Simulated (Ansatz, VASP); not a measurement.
# One calculation of AlP, two programs

The input INCAR:

```
SYSTEM = AlP
PREC     = Accurate       ! precision mode
ENCUT    = 520            ! plane-wave cutoff, eV
EDIFF    = 1E-8           ! SCF threshold, eV
ISMEAR   = 0              ! smearing method
SIGMA    = 0.01           ! smearing width, eV
LREAL    = Auto         
LASPH    = .True.         ! aspherical terms in the spheres
NELM     = 60             ! most SCF steps
ALGO     = Fast           ! electronic algorithm
ISIF     = 2              ! what is computed and relaxed
LWAVE    = .False.        ! write WAVECAR
LCHARG   = .False.        ! write CHGCAR
GGA      = PE             ! functional
LEFG     = .True.       
NBANDS   = 46             ! bands
```

KPOINTS

```
Automatic mesh
0
Gamma
  3 3 3
  0 0 0
```

POSCAR

```
AlP
1.0
    0.0000000000      5.4510000000      5.4510000000
    5.4510000000      0.0000000000      5.4510000000
    5.4510000000      5.4510000000      0.0000000000
Al P
8 8
Direct
    0.0000000000      0.0000000000      0.0000000000
    0.0000000000      0.0000000000      0.5000000000
    0.0000000000      0.5000000000      0.0000000000
    0.0000000000      0.5000000000      0.5000000000
    0.5000000000      0.0000000000      0.0000000000
    0.5000000000      0.0000000000      0.5000000000
    0.5000000000      0.5000000000      0.0000000000
    0.5000000000      0.5000000000      0.5000000000
    0.1250000000      0.1250000000      0.1250000000
    0.1250000000      0.1250000000      0.6250000000
    0.1250000000      0.6250000000      0.1250000000
    0.1250000000      0.6250000000      0.6250000000
    0.6250000000      0.1250000000      0.1250000000
    0.6250000000      0.1250000000      0.6250000000
    0.6250000000      0.6250000000      0.1250000000
    0.6250000000      0.6250000000      0.6250000000
```

Input for Ansatz:

```yaml
crystal:
  lattice:
    - [0.0, 5.451, 5.451]
    - [5.451, 0.0, 5.451]
    - [5.451, 5.451, 0.0]
  atoms:
    - { symbol: Al, position: [0.0, 0.0, 0.0] }
    - { symbol: Al, position: [0.0, 0.0, 0.5] }
    - { symbol: Al, position: [0.0, 0.5, 0.0] }
    - { symbol: Al, position: [0.0, 0.5, 0.5] }
    - { symbol: Al, position: [0.5, 0.0, 0.0] }
    - { symbol: Al, position: [0.5, 0.0, 0.5] }
    - { symbol: Al, position: [0.5, 0.5, 0.0] }
    - { symbol: Al, position: [0.5, 0.5, 0.5] }
    - { symbol: P, position: [0.125, 0.125, 0.125] }
    - { symbol: P, position: [0.125, 0.125, 0.625] }
    - { symbol: P, position: [0.125, 0.625, 0.125] }
    - { symbol: P, position: [0.125, 0.625, 0.625] }
    - { symbol: P, position: [0.625, 0.125, 0.125] }
    - { symbol: P, position: [0.625, 0.125, 0.625] }
    - { symbol: P, position: [0.625, 0.625, 0.125] }
    - { symbol: P, position: [0.625, 0.625, 0.625] }
kpoints:
  mp_grid: { grid: [3, 3, 3] }
scf:
  occupations: { method: fixed }
hamiltonian:
  xc: pbe
  pseudopotentials: { kind: paw }
output:
  forces: true
  efg: { quadrupole_moments_barn: { Al: 0.1466 }, contact_densities: true }
  core_levels:
    shells: { Al: "2p", P: "2p" }
    counted_from: valence_top
    eps_inf: [8.022, 8.022, 8.022]
```

Alike in both runs: task electric field gradients; functional PBE; k mesh 3 × 3 × 3; no spin polarisation.

|  | VASP | Ansatz |
| --- | --- | --- |
| version | VASP 6.6.1 | Ansatz 0.2.0 |
| potentials or method | VASP PAW PBE potentials, release 64 (Al, P) | plane-wave PAW, scalar-relativistic |
| plane-wave cutoff (eV) | 520 | 420 |
| occupations | gaussian, width 0.01 eV | fixed |
| valence electrons in the cell | 64 | 64 |

|  | VASP | Ansatz | Ansatz less VASP |
| --- | --- | --- | --- |
| gap on the k mesh at the Fermi level (eV) | 1.57 | 1.57 | +0.002 |
| Vzz of the field gradient on the site that differs most (V/Å²) | 0.0 | 0.0 | 0.00 |

A hybrid or GW would open this gap; PBE tends to underestimate it.
